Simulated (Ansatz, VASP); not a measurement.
## One calculation of Zr, two programs

```
CELL_PARAMETERS angstrom
-1.84741 1.84741 1.84741
1.84741 -1.84741 1.84741
1.84741 1.84741 -1.84741
ATOMIC_POSITIONS crystal
Zr 0.00000 0.00000 0.00000
```

Alike in both runs: task single point; functional revPBE; k mesh 14 × 14 × 14; occupations fermi-dirac, width 0.1 eV; no spin polarisation.

|  | VASP | Ansatz |
| --- | --- | --- |
| version | VASP 6.6.1 | Ansatz 0.2.0 |
| potentials or method | VASP PAW PBE potentials, release 64 (Zr_sv) | plane waves (420 eV) with PAW, scalar-relativistic |
| plane-wave cutoff (eV) | 520 | 420 |
| valence electrons in the cell | 12 | 12 |

```tsv
	VASP	Ansatz	Ansatz less VASP
pressure (GPa)	-5.7	-5.7	-0.01
```

Caveats: the PAW data sets were made with another functional, which shifts forces and pressure a little (VASP).
